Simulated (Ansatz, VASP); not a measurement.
K: VASP beside Ansatz

File INCAR:

```
SYSTEM = K
PREC = Accurate
ENCUT = 520
EDIFF = 1E-7
ISMEAR = -1
SIGMA = 0.1
LREAL = .False.
LASPH = .True.
NELM = 60
ALGO = Normal
ISIF = 2
LWAVE = .False.
LCHARG = .False.
GGA = RP
NBANDS = 10
```

File KPOINTS:

```
regular mesh
0
Gamma
  9 9 9
  0 0 0
```

File POSCAR:

```
K
1.0
    0.0000000000      3.3892095759      3.3892095759
    3.3892095759      0.0000000000      3.3892095759
    3.3892095759      3.3892095759      0.0000000000
K
1
Direct
    0.0000000000      0.0000000000      0.0000000000
```

Input for Ansatz:

```yaml
crystal:
  lattice:
    - [0.0, 3.3892095759, 3.3892095759]
    - [3.3892095759, 0.0, 3.3892095759]
    - [3.3892095759, 3.3892095759, 0.0]
  atoms:
    - { symbol: K, position: [0.0, 0.0, 0.0] }
hamiltonian:
  xc: rpbe
  pseudopotentials:
    kind: paw
    azcp:
      K: "pseudopotentials/K.paw.azcp"
basis:
  ecutwfc: 420
  fft_grid_basis: typed
kpoints:
  mp_grid: { grid: [9, 9, 9], shift: [0, 0, 0] }
magnetization:
  spin_polarized: false
scf:
  occupations: { method: fermi_dirac, width: 0.1 }
  lower_state_search: "off"
output:
  stress: true
```

Alike in both runs: task single point; functional RPBE; k mesh 9 × 9 × 9; occupations fermi-dirac, width 0.1 eV; no spin polarisation.

|  | VASP | Ansatz |
| --- | --- | --- |
| version | VASP 6.6.1 | Ansatz 0.2.0 |
| potentials or method | VASP PAW PBE potentials, release 64 (K_sv) | plane waves (420 eV) with PAW, scalar-relativistic |
| plane-wave cutoff (eV) | 520 | 420 |
| valence electrons in the cell | 9 | 9 |

|  | VASP | Ansatz | Ansatz less VASP |
| --- | --- | --- | --- |
| pressure (GPa) | 0.1 | 0.1 | +0.01 |

Caveats: the PAW data sets were made with another functional, which shifts forces and pressure a little (VASP).
